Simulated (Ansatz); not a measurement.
Wanted: the native input for an Ansatz 0.2.0 run.

| Property | Result |
| --- | --- |
| Task | band structure |
| Functional | r2SCAN |
| Potentials or basis | Ansatz PAW |
| Cutoff | 500 eV (not typed: the program's choice for these potentials) |
| k mesh | 7 × 7 × 7 |
| Occupations | fermi-dirac, width 0.05 eV |
| Spin | no spin polarisation |
| Path | [["G", "X", "S", "R", "A", "Z", "G", "Y", "X1", "A1", "T", "Y"], ["Z", "T"]] |
| Points for each segment of the path | 14 |

BaTiO3 (Barioperovskite):

```xyz
5
Lattice="3.9855 0.0000 0.0000 0.0000 2.8369 2.8451 0.0000 -2.8369 2.8451" Properties=species:S:1:pos:R:3 pbc="T T T"
Ba    0.0000    0.0000    0.0000
Ti    1.9928    0.0000    2.9157
O     1.9928    1.3804    4.2594
O     1.9928   -1.3804    4.2594
O     0.0000    0.0000    2.7735
```

The input as run:

input.yaml

```yaml
crystal:
  lattice:
    - [3.9855, 0.0, 0.0]
    - [0.0, 2.8369, 2.84515]
    - [0.0, -2.8369, 2.84515]
  atoms:
    - { symbol: Ba, position: [0.0, 0.0, 0.0] }
    - { symbol: Ti, position: [0.5, 0.5124, 0.5124] }
    - { symbol: O, position: [0.5, 0.99184, 0.50524] }
    - { symbol: O, position: [0.5, 0.50524, 0.99184] }
    - { symbol: O, position: [0.0, 0.4874, 0.4874] }
hamiltonian:
  xc: r2scan
  pseudopotentials: { kind: paw }
kpoints:
  mp_grid: { grid: [7, 7, 7] }
  band_path:
    path:
      - [[0.0, 0.0, 0.0], [0.0, 0.4985522663, -0.4985522663], [0.0, 0.0, -0.5], [-0.5, 0.0, -0.5], [-0.5, 0.4985522663, -0.4985522663], [-0.5, 0.0, 0.0], [0.0, 0.0, 0.0], [0.0, -0.5, -0.5], [0.0, -0.4985522663, -0.5014477337], [-0.5, -0.4985522663, -0.5014477337], [-0.5, -0.5, -0.5], [0.0, -0.5, -0.5]]
      - [[-0.5, 0.0, 0.0], [-0.5, -0.5, -0.5]]
    npoints: 14
scf:
  occupations: { method: fermi_dirac, width: 0.05 }
  n_extra_bands: 12
output:
  forces: true
  stress: true
  eigenvalues: true
  fatbands: false
```

Potentials or basis: Ansatz PAW.

The run is started by

```bash
$ ansatz run input.yaml --threads 2 --pin off --max-ram 5632MiB --backend cpu --events-out ev --progress --plain --runs-dir out
```

It gave:

```
Pressure                : -0.9 GPa
Largest force           : 0.314 eV/Å
Band gap on the k mesh  : 2.34 eV, indirect (least direct gap 2.44 eV)
Band gap along the path : 2.26 eV, indirect (least direct gap 2.44 eV)
```

Caveat: the k mesh misses the band edges, so the gap on the mesh is wider than the one along the path; spin-orbit coupling is left out, which moves the levels of the heavy elements; the PAW data sets come from PBE, with cores solved anew for the run's functional, which leaves a small shift of forces and pressure.

Run time: 14 s on 2 threads of Intel(R) Xeon(R) 6975P-C (Granite Rapids) (shared host), peak memory 0.61 GiB.
